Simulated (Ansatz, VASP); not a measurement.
## One calculation of MgB2, two programs

Contents of INCAR:

```
SYSTEM = MgB2
ALGO = Normal ; EDIFF = 1E-7
ENCUT = 520 ; GGA = PE
ISIF = 2 ; ISMEAR = -1
LASPH = .TRUE. ; LCHARG = .FALSE.
LREAL = .FALSE. ; LWAVE = .FALSE.
NBANDS = 11 ; NELM = 60
PREC = Accurate ; SIGMA = 0.05
```

The input KPOINTS:

```
k-points
0
G
  10 10 8
  0 0 0
```

File POSCAR:

```
MgB2
1.0
    3.1455055572      0.0000000000      0.0000000000
   -1.5727527786      2.7240877203      0.0000000000
    0.0000000000      0.0000000000      3.5920959734
Mg B
1 2
Direct
    0.0000000000      0.0000000000      0.0000000000
    0.6666666667      0.3333333333      0.5000000000
    0.3333333333      0.6666666667      0.5000000000
```

Contents of input.yaml:

```yaml
crystal:
  lattice:
    - [3.1455055572, 0.0, 0.0]
    - [-1.5727527786, 2.7240877203, 0.0]
    - [0.0, 0.0, 3.5920959734]
  atoms:
    - { symbol: Mg, position: [0.0, 0.0, 0.0] }
    - { symbol: B, position: [0.6666666667, 0.3333333333, 0.5] }
    - { symbol: B, position: [0.3333333333, 0.6666666667, 0.5] }
hamiltonian:
  xc: pbe
  pseudopotentials: { kind: paw }
kpoints:
  mp_grid: { grid: [10, 10, 8] }
scf:
  occupations: { method: fermi_dirac, width: 0.05 }
output:
  forces: true
  stress: true
  eigenvalues: true
```

Change from the starting cell: volume scaled by 1.06.

Alike in both runs: task single point; functional PBE; k mesh 10 × 10 × 8; occupations fermi-dirac, width 0.05 eV; no spin polarisation.

```csv
,VASP,Ansatz
version,VASP 6.6.1,Ansatz 0.2.0
potentials or method,"VASP PAW PBE potentials, release 64 (Mg, B)",Ansatz PAW
plane-wave cutoff (eV),520,420
valence electrons in the cell,8,16
```

Ansatz gave:

* gap on the k mesh at the Fermi level (eV): none
* pressure (GPa): -8.7
* largest component of the traceless stress (GPa): 2.11

Estimate VASP's values.

gap on the k mesh at the Fermi level (eV): none; pressure (GPa): -9.0; largest component of the traceless stress (GPa): 2.00.

A gap of «none» marks a metal or a gap that the smearing closes. With one functional, cell and mesh, what is left measures potentials, basis and numerics. The two sets of potentials don't hold the same shells in valence.
